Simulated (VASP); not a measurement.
**Au: relaxation of cell and atoms with PBE+D3(BJ)**

The system is Au.

```
Au
1.0
     0.00000    2.05850    2.05850
     2.05850    0.00000    2.05850
     2.05850    2.05850    0.00000
Au
1
Direct
  0.00000 0.00000 0.00000
```

* Program: VASP 6.6.1
* Task: relaxation of cell and atoms
* Functional: PBE
* Dispersion: D3(BJ)
* Potentials or basis: VASP PAW PBE potentials, release 64 (Au)
* Cutoff: 600 eV
* k mesh: 18 × 18 × 18
* Occupations: gaussian, width 0.1 eV
* Spin: no spin polarisation
* Further INCAR settings: ALGO = Normal; EDIFF = 1e-07; IBRION = 2; EDIFFG = -0.005; NSW = 90; ISIF = 3

The relaxed volume is 17.25 Å³/atom. The relaxed cell is a = 2.900 Å, b = 2.900 Å, c = 2.900 Å, α = 60.00°, β = 60.00°, γ = 60.00°, the space group after relaxing (to 0.05 Å) is Fm-3m (No. 225) and the energy gained by relaxing is 1.1 meV/atom. The ionic steps are 3. The pressure after relaxing is 0.0 GPa. The band gap on the k mesh is none (metal or under the smearing width). The dispersion energy per atom is -0.657 eV.

Step by step:
| step | energy change (eV) | largest force (eV/Å) | pressure (GPa) | volume (Å³) |
| --- | --- | --- | --- | --- |
| 1 | 0.0000 | 0.0000 | -1.79 | 17.45 |
| 2 | 0.0015 | 0.0000 | 2.96 | 16.96 |
| 3 | -0.0011 | 0.0000 | 0.00 | 17.25 |

Final structure:
```yaml
crystal:
  lattice:
    - [0.00000, 2.05075, 2.05075]
    - [2.05075, 0.00000, 2.05075]
    - [2.05075, 2.05075, 0.00000]
  atoms:
    - { symbol: Au, position: [0.00000, 0.00000, 0.00000] }
```

Levels at points of the mesh, in eV from the Fermi level:
| k point | band 3 | band 4 | band 5 | band 6 | band 7 | band 8 | band 9 |
| --- | --- | --- | --- | --- | --- | --- | --- |
| (0.00, 0.00, 0.00) | -4.60 | -4.60 | -3.12 | -3.12 | 14.56 | 18.50 | 18.50 |
| (0.50, 0.00, 0.00) | -4.64 | -1.94 | -1.94 | -0.87 | 3.03 | 14.01 | 17.07 |
| (0.50, 0.50, 0.00) | -1.99 | -1.63 | -1.63 | 1.08 | 5.70 | 10.00 | 10.00 |

It took 21 s on 1 thread of Intel(R) Xeon(R) 6975P-C (Granite Rapids), with other jobs on the host, peak memory 0.18 GiB.

Caveat: pairwise dispersion overbinds metals, which lowers pressure and volume. Spin-orbit coupling is left out, which matters for the levels of Au.
